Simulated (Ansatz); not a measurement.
Space group Cmcm (No. 63). a = 3.548 Å, b = 13.561 Å, c = 3.579 Å, α = 90.00°, β = 90.00°, γ = 90.00°
| atom | site | symmetry | x | y | z |
| --- | --- | --- | --- | --- | --- |
| Ti | 4c | m2m | 0.5000 | 0.6032 | 0.7500 |
| Si | 4c | m2m | 0.5000 | 0.9409 | 0.7500 |
| Si | 4c | m2m | 0.0000 | 0.7502 | 0.7500 |

Equation of state of this TiSi2 structure (not necessarily the ground state), with shape and atoms relaxed at each volume where symmetry leaves them free. It has no gap at any of these volumes. Theory: DFT PBE, scalar-relativistic, plane waves, PAW in Ansatz.

Cutoff 420 eV; k points 10×10×10 on the computed 6-atom cell (Γ-centred); Gaussian smearing, width 0.10 eV; no spin polarisation.

| V (Å³/atom) | E − E(largest V) (meV/atom) | P (GPa) |
| --- | --- | --- |
| 12.627 | 53.59 | 21.14 |
| 13.058 | 6.00 | 14.51 |
| 13.488 | -25.20 | 8.88 |
| 13.919 | -42.45 | 4.09 |
| 14.349 | -47.82 | 0.00 |
| 14.780 | -43.03 | -3.50 |
| 15.210 | -29.48 | -6.50 |
| 15.784 | 0.00 | -9.81 |

Fit a third-order Birch–Murnaghan equation to E(V).

V0 = 14.35 Å³/atom, B0 = 126 GPa, B0' = 4.2.

This form isn't the usual stable structure of the compound.